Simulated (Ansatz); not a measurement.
**Binding across the interface in twisted h-AlN/h-SiC alternating trilayer, 38.21° (42 atoms)**

Aim: the interaction energy between the two parts of twisted h-AlN/h-SiC alternating trilayer, 38.21° (42 atoms) and its distance dependence.

Method: Kohn-Sham DFT, PBE+D3(BJ), PAW (set soft_2), plane waves, in Ansatz 0.2.0.

## (1) Starting point

The cell holds 42 atoms: 14 Al, 14 N, 7 Si and 7 C. Cell: a = 8.242 Å, b = 8.242 Å, c = 20.350 Å, α = 90.0°, β = 90.0°, γ = 120.0°. It derives from AlN and SiC. h-AlN (a = 3.13 Å) under h-SiC (a = 3.1 Å), alternating trilayer, commensurate cell of 7 unit cells a layer, twist 38.21 deg, both strained to the mean lattice constant; facing planes 3.16, 3.19 Å apart; 14 Å of vacuum; layers as built, displaced by a Gaussian of 0.01 Å. Regions: layer 1, 14 atoms (7 Al and 7 N); layer 2, 14 atoms (7 Si and 7 C); layer 3, 14 atoms (7 Al and 7 N). Vacuum lies along c.

Coordinates:

```cif
data_structure
_symmetry_space_group_name_H-M 'P 1'
_symmetry_Int_Tables_number 1
_cell_length_a 8.2415
_cell_length_b 8.2415
_cell_length_c 20.3500
_cell_angle_alpha 90.000
_cell_angle_beta 90.000
_cell_angle_gamma 120.000
_cell_volume 1197.04
loop_
_atom_site_label
_atom_site_type_symbol
_atom_site_fract_x
_atom_site_fract_y
_atom_site_fract_z
_atom_site_occupancy
Al1 Al 0.19017 0.24004 0.34372 1
N2 N 0.23990 0.05143 0.34386 1
Al3 Al 0.33277 0.66604 0.34397 1
N4 N 0.38095 0.47830 0.34340 1
Al5 Al 0.47515 0.09259 0.34316 1
N6 N 0.52608 0.90476 0.34347 1
Al7 Al 0.62075 0.52546 0.34410 1
N8 N 0.66755 0.33484 0.34398 1
Al9 Al 0.76152 0.95054 0.34387 1
N10 N 0.80889 0.76019 0.34340 1
Al11 Al 0.90198 0.38000 0.34462 1
N12 N 0.95187 0.19125 0.34380 1
Al13 Al 0.04785 0.81065 0.34548 1
N14 N 0.09526 0.61727 0.34460 1
Si15 Si 0.62116 0.09552 0.49899 1
C16 C 0.66817 0.33503 0.49914 1
Si17 Si 0.47700 0.37964 0.49934 1
C18 C 0.52263 0.62113 0.49896 1
Si19 Si 0.19042 0.95106 0.49946 1
C20 C 0.23987 0.19329 0.49936 1
Si21 Si 0.33261 0.66623 0.49967 1
C22 C 0.38338 0.90525 0.49941 1
Si23 Si 0.04767 0.23735 0.49869 1
C24 C 0.09645 0.47659 0.49975 1
Si25 Si 0.75827 0.80737 0.49896 1
C26 C 0.80720 0.04692 0.49883 1
Si27 Si 0.90348 0.52272 0.49897 1
C28 C 0.94946 0.76104 0.49960 1
Al29 Al 0.19159 0.24002 0.65586 1
N30 N 0.23725 0.04414 0.65607 1
Al31 Al 0.33350 0.66429 0.65665 1
N32 N 0.37829 0.47488 0.65578 1
Al33 Al 0.47479 0.09381 0.65609 1
N34 N 0.52364 0.90493 0.65638 1
Al35 Al 0.62092 0.52259 0.65559 1
N36 N 0.66451 0.33222 0.65524 1
Al37 Al 0.76150 0.95129 0.65571 1
N38 N 0.80909 0.76226 0.65563 1
Al39 Al 0.90368 0.37965 0.65637 1
N40 N 0.95382 0.18969 0.65614 1
Al41 Al 0.04616 0.80675 0.65657 1
N42 N 0.09670 0.61986 0.65513 1
```

## (2) Single point at the start

A single point comes first, to see the forces before anything moves.

Input file input.yaml:

```yaml
crystal:
  lattice:
    - [8.2415, 0.0, 0.0]
    - [-4.12075, 7.13735, 0.0]
    - [0.0, 0.0, 20.35]
  atoms:
    - { symbol: Al, position: [0.19017, 0.24004, 0.34372] }
    - { symbol: "N", position: [0.2399, 0.05143, 0.34386] }
    - { symbol: Al, position: [0.33277, 0.66604, 0.34397] }
    - { symbol: "N", position: [0.38095, 0.4783, 0.3434] }
    - { symbol: Al, position: [0.47515, 0.09259, 0.34316] }
    - { symbol: "N", position: [0.52608, 0.90476, 0.34347] }
    - { symbol: Al, position: [0.62075, 0.52546, 0.3441] }
    - { symbol: "N", position: [0.66755, 0.33484, 0.34398] }
    - { symbol: Al, position: [0.76152, 0.95054, 0.34387] }
    - { symbol: "N", position: [0.80889, 0.76019, 0.3434] }
    - { symbol: Al, position: [0.90198, 0.38, 0.34462] }
    - { symbol: "N", position: [0.95187, 0.19125, 0.3438] }
    - { symbol: Al, position: [0.04785, 0.81065, 0.34548] }
    - { symbol: "N", position: [0.09526, 0.61727, 0.3446] }
    - { symbol: Si, position: [0.62116, 0.09552, 0.49899] }
    - { symbol: C, position: [0.66817, 0.33503, 0.49914] }
    - { symbol: Si, position: [0.477, 0.37964, 0.49934] }
    - { symbol: C, position: [0.52263, 0.62113, 0.49896] }
    - { symbol: Si, position: [0.19042, 0.95106, 0.49946] }
    - { symbol: C, position: [0.23987, 0.19329, 0.49936] }
    - { symbol: Si, position: [0.33261, 0.66623, 0.49967] }
    - { symbol: C, position: [0.38338, 0.90525, 0.49941] }
    - { symbol: Si, position: [0.04767, 0.23735, 0.49869] }
    - { symbol: C, position: [0.09645, 0.47659, 0.49975] }
    - { symbol: Si, position: [0.75827, 0.80737, 0.49896] }
    - { symbol: C, position: [0.8072, 0.04692, 0.49883] }
    - { symbol: Si, position: [0.90348, 0.52272, 0.49897] }
    - { symbol: C, position: [0.94946, 0.76104, 0.4996] }
    - { symbol: Al, position: [0.19159, 0.24002, 0.65586] }
    - { symbol: "N", position: [0.23725, 0.04414, 0.65607] }
    - { symbol: Al, position: [0.3335, 0.66429, 0.65665] }
    - { symbol: "N", position: [0.37829, 0.47488, 0.65578] }
    - { symbol: Al, position: [0.47479, 0.09381, 0.65609] }
    - { symbol: "N", position: [0.52364, 0.90493, 0.65638] }
    - { symbol: Al, position: [0.62092, 0.52259, 0.65559] }
    - { symbol: "N", position: [0.66451, 0.33222, 0.65524] }
    - { symbol: Al, position: [0.7615, 0.95129, 0.65571] }
    - { symbol: "N", position: [0.80909, 0.76226, 0.65563] }
    - { symbol: Al, position: [0.90368, 0.37965, 0.65637] }
    - { symbol: "N", position: [0.95382, 0.18969, 0.65614] }
    - { symbol: Al, position: [0.04616, 0.80675, 0.65657] }
    - { symbol: "N", position: [0.0967, 0.61986, 0.65513] }
kpoints:
  mp_grid: { grid: [3, 3, 1] }
hamiltonian:
  xc: pbe
  dispersion: d3bj
scf:
  occupations: { method: gaussian, width: 0.05 }
output:
  forces: true
```

Command:

```console
ansatz run input.yaml --threads 4 --pin off --max-ram 8192MiB --backend cpu --events-out ev --progress --plain --runs-dir out
```

Numbers of over 12 decimals in the logs are rounded to 6 here.

What it wrote:

```text
Engine: ansatz 0.2.0, aarch64-unknown-linux-gnu
Pseudopotentials: kind: paw
Pseudopotential: Al, paw, valence charge 3, recommended cutoff 420 eV (normal), Al.paw.azcp
Pseudopotential: N, paw, valence charge 5, recommended cutoff 420 eV (normal), N.paw.azcp
Pseudopotential: Si, paw, valence charge 4, recommended cutoff 420 eV (normal), Si.paw.azcp
Pseudopotential: C, paw, valence charge 4, recommended cutoff 420 eV (normal), C.paw.azcp
Functional definition: PBE
  parameter kappa = 0.804
  parameter beta = 0.066725
  exchange = pbe_x(kappa = kappa, mu = beta*pi^2/3)
  correlation = pbe_c(beta = beta)
Crystal: 42 atoms, lattice volume = 1197.037 Å³
Basis set: ecut = 420 eV, 23439 PW (Γ), exchange–correlation on 120×120×288 points (8 copies of the dense FFT grid, shifted against one another)
Bands: 126, of which v1, the nominal top of the filled ones, is band 84 counted from 1 (83 counted from 0)
Symmetry: 1 space group operations
Space group: P1 (ITA 1), of the structure as read, at distance tolerance 1.1e-4 Å
k-points: 5 of 9 (time reversal used)
Non-local potential: Al, projectors of the file, l = 0: 2, l = 1: 2, l = 2: 1
Non-local potential: N, projectors of the file, l = 0: 2, l = 1: 2, l = 2: 1
Non-local potential: Si, projectors of the file, l = 0: 2, l = 1: 2, l = 2: 2
Non-local potential: C, projectors of the file, l = 0: 2, l = 1: 2, l = 2: 1
PAW form: soft (Blöchl's): semilocal exchange-correlation on the pseudo side does not see the compensation charge
PAW one-centre angular grid: Al, 110 points (default); XC on 64 Gauss nodes
PAW one-centre angular grid: N, 110 points (default); XC on 64 Gauss nodes
PAW one-centre angular grid: Si, 110 points (default); XC on 64 Gauss nodes
PAW one-centre angular grid: C, 110 points (default); XC on 64 Gauss nodes
Initial density: superposition of atomic densities (neutral atoms: chi_scale 0, normalization atom), corrected by the library's trained network
Initial wavefunctions: pseudopotential atomic-orbital guess
Functional: x = pbe(κ = 0.804, μ = 0.219515), c = pbe(β = 0.066725)
SCF iter   1: F=—  HF=-19134.931560 eV  |F-HF|=—  |Δ(HF+E_count)|=         —  Δρ=2.15e-3  dr2=1.49e-1  ethr=1.77e-3  ⟨swp⟩=8.4  Hψ=3640  notcnv=0  defer=120
preconditioner: auto → Resta (q_TF=auto, 1.967 Å⁻¹)  ε∞=2.7  [insulator: Δε(μ)=1.622 eV  Ē_g=10.639 eV  σ=0.050 eV  W_gap=1.00  n_scr=162 (ndim 8)  ℏωp=13.9 eV  f_vac=0.487  D(μ)=0.00/eV (n_scr^D=0)  ε∞_Penn≈2.7  vacuum switching on, ρ_ref=8.2e-3 e/Å³]
SCF iter   2: F=—  HF=-19134.920037 eV  |F-HF|=—  |Δ(HF+E_count)|=   1.15e-2  Δρ=1.19e-3  dr2=1.97e-2  ethr=8.89e-5  ⟨swp⟩=2.0  Hψ=938  notcnv=0  defer=179
SCF iter   3: F=—  HF=-19134.924573 eV  |F-HF|=—  |Δ(HF+E_count)|=   4.54e-3  Δρ=5.70e-4  dr2=4.59e-3  ethr=1.18e-5  ⟨swp⟩=2.0  Hψ=797  notcnv=0  defer=35
automatic band count: iteration 3 solves 97 bands in place of 126: the levels show a gap, and the empty bands left out lie too high to hold charge; the band table lists the bands solved (type scf.n_extra_bands for more)
SCF iter   4: F=—  HF=-19134.925039 eV  |F-HF|=—  |Δ(HF+E_count)|=   4.67e-4  Δρ=2.01e-4  dr2=5.39e-4  ethr=2.73e-6  ⟨swp⟩=2.0  Hψ=779  notcnv=0  defer=35
SCF iter   5: F=—  HF=-19134.925132 eV  |F-HF|=—  |Δ(HF+E_count)|=   9.23e-5  Δρ=5.63e-5  dr2=3.19e-5  ethr=3.21e-7  ⟨swp⟩=2.0  Hψ=864  notcnv=0  defer=35
SCF iter   6: F=—  HF=-19134.925731 eV  |F-HF|=—  |Δ(HF+E_count)|=   5.99e-4  Δρ=3.35e-5  dr2=1.45e-5  ethr=1.90e-8  ⟨swp⟩=2.0  Hψ=869  notcnv=0  defer=36
SCF iter   7: F=—  HF=-19134.925732 eV  |F-HF|=—  |Δ(HF+E_count)|=   9.88e-7  Δρ=6.36e-6  dr2=4.94e-7  ethr=8.65e-9  ⟨swp⟩=2.0  Hψ=832  notcnv=0  defer=36
SCF iter   8: F=-19134.925732 eV  HF=-19134.925732 eV  |F-HF|=2.73e-8  |Δ(HF+E_count)|=   2.15e-7  Δρ=2.21e-6  dr2=5.28e-8  ethr=5.95e-11  ⟨swp⟩=5.0  Hψ=2074  notcnv=0
SCF 1 converged in 8 iterations: F = -19134.925732 eV  dr2 = 5.28e-8
  greatest PAW one-centre occupation: 0.793 electrons in one spin orbital (limit 2), on the N atom at site 9 (counted from 0), in its partial waves of l = 0
SCF converged after 8 iterations
Free energy (F): -19134.925732 eV
Harris-Foulkes:  -19134.925732 eV  (|F-HF|=2.73e-8)
Internal energy: -19134.925732 eV  (E = F + TS)
E sigma→0 (E₀):  -19134.925732 eV
Fermi energy:    0.858448 eV
--- Per-component energies (eV) ---
  E_band       = -928.540185
  E_kinetic    = 3112.359214
  E_local      = -49896.487032  (includes V_loc(G=0)·N_el)
  E_nonlocal   = 1153.430296
  E_hartree    = 23661.382219
  E_xc         = -2130.834434
  E_vxc        = -2230.262596  (∫ρ·V_xc dr)
  E_paw        = -12617.402746  (= ΣΔE_a)
  E_vpaw       = -390.353105  (= ΣTr[D̂ρ^β])
  E_aug_tail   = 0.001426  (compensation charges beyond the density's cutoff)
  E_ewald      = 17590.229475
  E_disp       = -7.604150  (pairwise vdW)
  E_smearing   = -0.000000  (= −TS)
  E_closure    = -0.000000  (closes the sum)
  Σ components = -19134.925732   (vs F -19134.925732, Δ=0.00e0)
--- Forces (eV/Å), atoms counted from 1 ---
  atom   1  Al     0.10251871     0.19521052     0.22081620
  atom   2  N     -0.06176787    -0.74828919    -0.10432889
  atom   3  Al     0.00231937     0.34001443    -0.05669581
  atom   4  N      0.44687008    -0.39666557    -0.22294333
  atom   5  Al     0.17895856     0.58086722     0.03534279
  atom   6  N     -0.34575729    -0.17626387    -0.25712047
  atom   7  Al    -0.49648433    -0.50906095    -0.08849691
  atom   8  N     -0.47644107    -0.56618983    -0.41353220
  atom   9  Al     0.17072304     0.39209021     0.20485612
  atom  10  N      0.01478150     0.54790919    -0.06158651
  atom  11  Al     0.47885297     0.19435001    -0.10129231
  atom  12  N      0.13599415    -0.19215864    -0.07605500
  atom  13  Al     0.35283862    -0.15687697     0.13035136
  atom  14  N     -0.52130580     0.48324027    -0.19019184
[...]
atom  41  Al    -0.04556299     0.23973466    -0.32030370
  atom  42  N     -0.21724973    -0.51578650     0.34613617
  max |Σ_I F_I| component: 9.23e-6 eV/Å
```

It took 17 s on 4 threads of Arm Neoverse V2, shared host; peak memory 2.9 GiB; 67 s of CPU time.

The r.m.s. force at the start is 0.36 eV/Å.

## (3) Relaxation

The atoms are relaxed in the fixed cell, aiming at the force tolerance of the input.

Input file input.yaml:

```yaml
crystal:
  lattice:
    - [8.2415, 0.0, 0.0]
    - [-4.12075, 7.13735, 0.0]
    - [0.0, 0.0, 20.35]
  atoms:
    [... the 42 atom lines of step 2 ...]
kpoints:
  mp_grid: { grid: [3, 3, 1] }
hamiltonian:
  xc: pbe
  dispersion: d3bj
scf:
  occupations: { method: gaussian, width: 0.05 }
output:
  forces: true
relax:
  f_tol: 0.05
  max_steps: 120
```

What it wrote:

```text
[...]
Crystal: 42 atoms, lattice volume = 1197.037 Å³
Basis set: ecut = 420 eV, 23439 PW (Γ), exchange–correlation on 120×120×288 points (8 copies of the dense FFT grid, shifted against one another)
Bands: 126, of which v1, the nominal top of the filled ones, is band 84 counted from 1 (83 counted from 0)
Symmetry: 1 space group operations
[...]
k-points: 5 of 9 (time reversal used)
[...]
SCF iter   1: F=—  HF=-19134.931559 eV  |F-HF|=—  |Δ(HF+E_count)|=         —  Δρ=2.15e-3  dr2=1.49e-1  ethr=1.77e-3  ⟨swp⟩=8.4  Hψ=3640  notcnv=0  defer=120
[...]
SCF iter   6: F=-19134.925724 eV  HF=-19134.925730 eV  |F-HF|=5.98e-6  |Δ(HF+E_count)|=   1.62e-5  Δρ=3.30e-5  dr2=1.40e-5  ethr=2.04e-8  ⟨swp⟩=2.0  Hψ=1925  notcnv=0
SCF 1 converged in 6 iterations: F = -19134.925724 eV  dr2 = 1.40e-5
[...]
relax step   1: F+E_penalty+E_count = -19134.92572423 eV  Δ(F+E_penalty+E_count) = +0.000e0 eV  max|allowed force component| = 1.040e0 eV/Å  Δτ_max = 0.0000 Å  (6 SCF iters, dr2 threshold 6.25e-5 eV, accepted)
[...]
relax step   2: F+E_penalty+E_count = -19135.29432980 eV  Δ(F+E_penalty+E_count) = -3.686e-1 eV  max|allowed force component| = 6.011e-1 eV/Å  Δτ_max = 0.1941 Å  (7 SCF iters, dr2 threshold 6.76e-5 eV, accepted)
[...]
relax step   3: F+E_penalty+E_count = -19135.35973283 eV  Δ(F+E_penalty+E_count) = -6.540e-2 eV  max|allowed force component| = 5.722e-1 eV/Å  Δτ_max = 0.1369 Å  (7 SCF iters, dr2 threshold 2.26e-5 eV, accepted)
relax step   4: F+E_penalty+E_count = -19135.41634412 eV  Δ(F+E_penalty+E_count) = -5.661e-2 eV  max|allowed force component| = 9.406e-2 eV/Å  Δτ_max = 0.1119 Å  (5 SCF iters, dr2 threshold 1.00e-4 eV, accepted)
relax step   5: F+E_penalty+E_count = -19135.42009016 eV  Δ(F+E_penalty+E_count) = -3.746e-3 eV  max|allowed force component| = 8.980e-2 eV/Å  Δτ_max = 0.0136 Å  (7 SCF iters, accepted)
relax step   6: F+E_penalty+E_count = -19135.42356897 eV  Δ(F+E_penalty+E_count) = -3.479e-3 eV  max|allowed force component| = 1.177e-1 eV/Å  Δτ_max = 0.0533 Å  (9 SCF iters, accepted)
relax step   7: F+E_penalty+E_count = -19135.44254781 eV  Δ(F+E_penalty+E_count) = -1.898e-2 eV  max|allowed force component| = 1.246e-1 eV/Å  Δτ_max = 0.0450 Å  (6 SCF iters, dr2 threshold 1.26e-5 eV, accepted)
relax step   8: F+E_penalty+E_count = -19135.54516576 eV  Δ(F+E_penalty+E_count) = -1.026e-1 eV  max|allowed force component| = 2.941e-1 eV/Å  Δτ_max = 0.1950 Å  (7 SCF iters, dr2 threshold 1.55e-5 eV, accepted)
relax step   9: F+E_penalty+E_count = -19135.78497976 eV  Δ(F+E_penalty+E_count) = -2.398e-1 eV  max|allowed force component| = 6.248e-1 eV/Å  Δτ_max = 0.1947 Å  (7 SCF iters, dr2 threshold 8.65e-5 eV, accepted)
relax step  10: F+E_penalty+E_count = -19136.12307235 eV  Δ(F+E_penalty+E_count) = -3.381e-1 eV  max|allowed force component| = 9.298e-1 eV/Å  Δτ_max = 0.1553 Å  (7 SCF iters, dr2 threshold 1.00e-4 eV, accepted)
relax step  11: F+E_penalty+E_count = -19136.41102772 eV  Δ(F+E_penalty+E_count) = -2.880e-1 eV  max|allowed force component| = 1.027e0 eV/Å  Δτ_max = 0.0914 Å  (5 SCF iters, dr2 threshold 1.00e-4 eV, accepted)
relax step  12: F+E_penalty+E_count = -19136.63953258 eV  Δ(F+E_penalty+E_count) = -2.285e-1 eV  max|allowed force component| = 1.044e0 eV/Å  Δτ_max = 0.0635 Å  (5 SCF iters, dr2 threshold 1.00e-4 eV, accepted)
relax step  13: F+E_penalty+E_count = -19136.81627206 eV  Δ(F+E_penalty+E_count) = -1.767e-1 eV  max|allowed force component| = 9.624e-1 eV/Å  Δτ_max = 0.0551 Å  (5 SCF iters, dr2 threshold 1.00e-4 eV, accepted)
relax step  14: F+E_penalty+E_count = -19137.04917467 eV  Δ(F+E_penalty+E_count) = -2.329e-1 eV  max|allowed force component| = 1.432e0 eV/Å  Δτ_max = 0.1945 Å  (6 SCF iters, dr2 threshold 1.00e-4 eV, accepted)
relax step  15: F+E_penalty+E_count = -19137.21052120 eV  Δ(F+E_penalty+E_count) = -1.613e-1 eV  max|allowed force component| = 3.978e-1 eV/Å  Δτ_max = 0.2000 Å  (6 SCF iters, dr2 threshold 1.00e-4 eV, accepted)
relax step  16: F+E_penalty+E_count = -19137.32808642 eV  Δ(F+E_penalty+E_count) = -1.176e-1 eV  max|allowed force component| = 1.559e-1 eV/Å  Δτ_max = 0.1711 Å  (7 SCF iters, dr2 threshold 1.22e-5 eV, accepted)
relax step  17: F+E_penalty+E_count = -19137.33224269 eV  Δ(F+E_penalty+E_count) = -4.156e-3 eV  max|allowed force component| = 2.078e-1 eV/Å  Δτ_max = 0.0766 Å  (9 SCF iters, accepted)
relax step  18: F+E_penalty+E_count = -19137.36994738 eV  Δ(F+E_penalty+E_count) = -3.770e-2 eV  max|allowed force component| = 1.894e-1 eV/Å  Δτ_max = 0.2000 Å  (7 SCF iters, dr2 threshold 6.63e-6 eV, accepted)
relax step  19: F+E_penalty+E_count = -19137.50492920 eV  Δ(F+E_penalty+E_count) = -1.350e-1 eV  max|allowed force component| = 3.569e-1 eV/Å  Δτ_max = 0.1962 Å  (7 SCF iters, dr2 threshold 2.98e-5 eV, accepted)
relax step  20: F+E_penalty+E_count = -19137.59633793 eV  Δ(F+E_penalty+E_count) = -9.141e-2 eV  max|allowed force component| = 1.659e-1 eV/Å  Δτ_max = 0.1122 Å  (6 SCF iters, dr2 threshold 1.00e-4 eV, accepted)
relax step  21: F+E_penalty+E_count = -19137.64579822 eV  Δ(F+E_penalty+E_count) = -4.946e-2 eV  max|allowed force component| = 1.491e-1 eV/Å  Δτ_max = 0.2000 Å  (8 SCF iters, dr2 threshold 5.94e-6 eV, accepted)
relax step  22: F+E_penalty+E_count = -19137.75824110 eV  Δ(F+E_penalty+E_count) = -1.124e-1 eV  max|allowed force component| = 4.016e-1 eV/Å  Δτ_max = 0.1952 Å  (8 SCF iters, dr2 threshold 4.80e-6 eV, accepted)
relax step  23: F+E_penalty+E_count = -19137.89253142 eV  Δ(F+E_penalty+E_count) = -1.343e-1 eV  max|allowed force component| = 1.542e-1 eV/Å  Δτ_max = 0.1599 Å  (6 SCF iters, dr2 threshold 1.00e-4 eV, accepted)
relax step  24: F+E_penalty+E_count = -19137.87060433 eV  Δ(F+E_penalty+E_count) = +2.193e-2 eV  max|allowed force component| = 1.927e-1 eV/Å  Δτ_max = 0.1601 Å  (8 SCF iters, dr2 threshold 3.51e-6 eV, rejected (line search))
relax step  25: F+E_penalty+E_count = -19137.89821553 eV  Δ(F+E_penalty+E_count) = -5.684e-3 eV  max|allowed force component| = 1.539e-1 eV/Å  Δτ_max = 0.0781 Å  (9 SCF iters, accepted)
relax step  26: F+E_penalty+E_count = -19137.90517412 eV  Δ(F+E_penalty+E_count) = -6.959e-3 eV  max|allowed force component| = 2.438e-2 eV/Å  Δτ_max = 0.0576 Å  (6 SCF iters, dr2 threshold 3.49e-6 eV, accepted)
[...]
relax step  27: F+E_penalty+E_count = -19137.90517512 eV  Δ(F+E_penalty+E_count) = -1.001e-6 eV  max|allowed force component| = 2.422e-2 eV/Å  Δτ_max = 0.0000 Å  (4 SCF iters, accepted)
SCF converged after 4 iterations
Free energy (F): -19137.905175 eV
[...]
Internal energy: -19137.905175 eV  (E = F + TS)
E sigma→0 (E₀):  -19137.905175 eV
Fermi energy:    0.990617 eV
[...]
--- Forces (eV/Å), atoms counted from 1 ---
  atom   1  Al    -0.00503546    -0.00580290     0.00267589
  atom   2  N     -0.00309493    -0.00616393    -0.01587646
  atom   3  Al    -0.00281582    -0.00656655     0.01444525
  atom   4  N     -0.00130403     0.00152178    -0.00796666
  atom   5  Al     0.01286219     0.00748984     0.00907377
  atom   6  N      0.00025583    -0.00745499    -0.01873562
  atom   7  Al    -0.00011659    -0.00613805     0.00118913
  atom   8  N      0.00152620     0.00752791    -0.01338747
  atom   9  Al    -0.00440373    -0.00289476    -0.00683019
  atom  10  N     -0.00637469    -0.00030852    -0.01518612
  atom  11  Al    -0.00395973     0.00279398     0.00160085
  atom  12  N      0.00559760     0.00180896    -0.00842960
  atom  13  Al     0.00787292    -0.00534086     0.02421951
  atom  14  N      0.00544461     0.00483398    -0.00801104
[...]
atom  41  Al    -0.00531150     0.00087054    -0.00029893
  atom  42  N      0.00593774     0.00007689     0.00124380
  max |Σ_I F_I| component: 2.83e-5 eV/Å
--- Relaxed structure (27 steps of the walk, 26 accepted, 0 SCFs on fresh bases) ---
  F+E_penalty+E_count = -19137.90517512 eV   max|allowed force component| = 2.422e-2 eV/Å
  atoms:
    - { symbol: Al, position: [0.214988, 0.331606, 0.343190] }
    - { symbol: N, position: [0.259784, 0.139968, 0.362905] }
    - { symbol: Al, position: [0.359137, 0.759814, 0.354935] }
    - { symbol: N, position: [0.404029, 0.573922, 0.330132] }
[...]
- { symbol: N, position: [0.083002, 0.539281, 0.674909] }
```

Elapsed: 6.7 min, on 4 threads; peak memory 3 GiB; 26 min of CPU time.

The relaxation converged after 27 steps, 2.98 eV below its start, with a largest force component of 0.024 eV/Å.

[end of part 1 of 4]

[Logs are printed without paths, hosts, clocks, repeated set-up lines and the standing remarks that a program may print on its own settings, such as how far it seeks lower states.]

[Hosts, paths, dates, database ids (printed as entryN), source tags and the programs' standing remarks are cut or masked in the printed files.]
